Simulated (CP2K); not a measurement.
FeO:

```
Fe O
1.0
     5.80581    0.00000    0.00000
    -1.45145    2.51399    0.00000
     0.00000    0.00000    2.83309
Fe O
2 2
Direct
  0.00000 0.00000 0.00000
  0.50000 0.00000 0.00000
  0.33333 0.33333 0.50000
  0.83333 0.33333 0.50000
```

The cell comes from a database or a generator and needn't be the stable form of this composition.

Base run:

| Property | Result |
| --- | --- |
| Program | CP2K 2026.2 |
| Functional | LDA |
| Potentials or basis | GTH_POTENTIALS Fe GTH-PADE-q16, O GTH-PADE-q6; DZVP-MOLOPT-PBE-GTH basis |
| Density cutoff | 8163 eV |
| k mesh | 8 × 8 × 7 |
| Occupations | fermi-dirac, width 0.05 eV |
| Spin | collinear spin, antiferromagnetic start |
| Starting moments | [4.0, -4.0, 0.0, 0.0] μB |

Its results: band gap on the k mesh none (metal or under the smearing width); pressure -25.3 GPa; net moment 0.00 μB per cell.

Q: The run is repeated on the same cell with these changes: spin from collinear spin, antiferromagnetic start to collinear spin, zero start; moments at the start from [4.0, -4.0, 0.0, 0.0] to [0.0, 0.0, 0.0, 0.0]. What comes out?

A: Band gap on the k mesh none (metal or under the smearing width); pressure -41.9 GPa; net moment 0.00 μB per cell.

Caveats: the basis of atomic orbitals isn't converged, which shifts pressures, moduli and gaps; semilocal functionals often make such compounds metallic where correlation or magnetic order opens a gap, which also shifts bond lengths; a pressure of tens of GPa on the cell as given is suspect, and the run, the potentials or the cell itself is likely at fault (some runs).
